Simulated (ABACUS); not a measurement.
## Cu2O (Cuprite) in ABACUS: the effect of basis

Cu2O (Cuprite):

```xyz
6
Lattice="4.2882 0.0000 0.0000 0.0000 4.2882 0.0000 0.0000 0.0000 4.2882" Properties=species:S:1:pos:R:3 pbc="T T T"
Cu    3.2162    1.0721    3.2162
Cu    3.2162    3.2162    1.0721
Cu    1.0721    3.2162    3.2162
Cu    1.0721    1.0721    1.0721
O     2.1441    2.1441    2.1441
O     0.0000    0.0000    0.0000
```

The cell isn't the ideal one: volume scaled by 1.02.

Alike in all runs:

```yaml
Program: ABACUS 3.10.1
Task: equation of state
Functional: PBE
Potentials_or_basis: PseudoDojo NC SR 0.4.1 PBE standard
k_mesh: 4 × 4 × 4
Occupations: fermi-dirac, width 0.05 eV
Spin: no spin polarisation
```

| basis | cutoff | gap on the mesh (eV) | pressure (GPa) |
| --- | --- | --- | --- |
| DZP | 1361 eV | 0.46 | 1.9 |
| TZDP | 1361 eV | 0.45 | 1.6 |
| pw | 1252 eV | ? | ? |

Problem. What does the run with basis pw give?

Solution. gap on the mesh 0.45 eV; pressure 0.8 GPa.

Caveats: the atomic orbitals were generated for these runs and aren't a published set (some runs); the basis of atomic orbitals isn't converged, which shifts pressures, moduli and gaps (some runs).

